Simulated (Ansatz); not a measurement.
Which way does GaS + MgSe ⇌ GaSe + MgS run?

Plane-wave DFT in Ansatz with scalar-relativistic PAW potentials, cutoff 420 eV, Γ-centred meshes chosen by cell and gap, Gaussian smearing with energies taken to zero width. Every cell was relaxed (cell and atoms) in a run of its own, within the symmetry of its start. Functional: PBEsol.

Total energies hold large constants for each element; a whole number of eV per atom of each element is taken off below, which cancels in a balanced reaction.

| compound | lowest structure computed | structures tried | V (Å³/atom) | gap on mesh (eV) | E (eV per formula unit, common shift removed) |
| --- | --- | --- | --- | --- | --- |
| GaS | P6_3/mmc | 2 | 22.07 | 1.73 | -1.4148 |
| MgSe | Fm-3m | 4 | 20.24 | 1.77 | -2.7838 |
| GaSe | P6_3/mmc | 3 | 24.88 | 1.06 | -1.5225 |
| MgS | Fm-3m | 4 | 17.39 | 2.73 | -2.9177 |

**Question.** Work out the reaction energy at 0 K.

**Answer.** ΔE = E(GaSe) + E(MgS) − E(GaS) − E(MgSe) = -0.242 eV, or -23 kJ per mole of reaction (-60 meV/atom). The right side is lower: Ga takes Se and Mg takes S. All four are computed as solids; where they are solids at ordinary conditions entropy changes little. A lower structure that wasn't tried would shift the value, and mixed crystals may lie lower than either side.

Each cell of GaS, GaSe holds layers, and where no dispersion correction was added their binding is poorly described.